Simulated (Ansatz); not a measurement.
**PbTe in the NiAs-type structure**

Computed with Ansatz (plane waves, PAW, 420 eV cutoff): PBE, scalar-relativistic, no spin polarisation, Γ-centred 8×8×6 mesh, 0.05 eV Gaussian smearing; PAW files: Ansatz's generated set soft_2.

```yaml
crystal:
  lattice:
    - [4.57081, 0.00000, 0.00000]
    - [-2.28541, 3.95844, 0.00000]
    - [0.00000, 0.00000, 7.96208]
  atoms:
    - { symbol: Pb, position: [0.00000, 0.00000, 0.00000] }
    - { symbol: Pb, position: [0.00000, 0.00000, 0.50000] }
    - { symbol: Te, position: [0.33333, 0.66667, 0.25000] }
    - { symbol: Te, position: [0.66667, 0.33333, 0.75000] }
```

The start was a prototype's sites filled with these elements. The Crystallography Open Database lists the compound in space group Fm-3m (rock salt), so this is a trial structure.

Elastic constants come from the stress of slightly strained cells with relaxed atoms, in GPa, Voigt order xx, yy, zz, yz, xz, xy in the Cartesian frame of the vectors above.

```
51.3 25.0 30.1  0.0  0.0  0.0
25.0 51.3 30.1  0.0  0.0  0.0
30.1 30.1 68.6  0.0  0.0  0.0
 0.0  0.0  0.0 32.4  0.0  0.0
 0.0  0.0  0.0  0.0 32.4  0.0
 0.0  0.0  0.0  0.0  0.0 13.2
```

Question: Work out the Voigt, Reuss and Hill moduli.

Answer: Voigt: K = (C11 + C22 + C33 + 2(C12 + C13 + C23))/9 = 38 GPa, G = (C11 + C22 + C33 − C12 − C13 − C23 + 3(C44 + C55 + C66))/15 = 21 GPa. Reuss, from the compliances S = C⁻¹: K = 37 GPa, G = 17.9 GPa. Hill means: K = 37 GPa, G = 19.6 GPa.

Question: And Young's modulus, Poisson's ratio, Pugh's ratio and the anisotropy?

Answer: E = 9KG/(3K + G) = 50 GPa, ν = (3K − 2G)/(6K + 2G) = 0.28, K/G = 1.91 (over the 1.75 that Pugh's rule, made for metals, takes as the line between brittle and ductile), universal anisotropy index 5G_V/G_R + K_V/K_R − 6 = 1.0. The eigenvalues of C are 13.2, 26, 30, 32, 32, 115 GPa, all positive.

Question: What sound velocities and Debye temperature follow for a polycrystal?

Answer: With a density of 7.718 g/cm³ (mean mass 167.4 u, 36.02 Å³/atom), K = 37.4 and G = 19.59 GPa from the unrounded constants, v_l = √((K + 4G/3)/ρ) = 2870 m/s and v_t = √(G/ρ) = 1590 m/s. The mean [(1/v_l³ + 2/v_t³)/3]^(−1/3) is 1770 m/s, and θ_D = (ħ/k_B)(6π²/V)^(1/3) v_m ≈ 160 K, with V the volume an atom. This is the low-temperature, elastic estimate.

The equation of state, an independent route, gives B0 = 37 GPa; its match is the Reuss value, 37 GPa, which holds for uniform pressure.

Run time: 2.8 min on 2 threads of Arm Neoverse V2, on a shared host, peak memory 0.76 GiB.

Spin–orbit coupling, which matters for such heavy elements, is left out. For this crystal the k-mesh misses a band edge: under PBE at the relaxed cell a band path gives a gap of zero (metallic) where the mesh alone gives 0.21 eV, so gaps on the mesh are upper bounds. Spin–orbit coupling shifts the heavy anion's p levels by more than this gap and may close it.
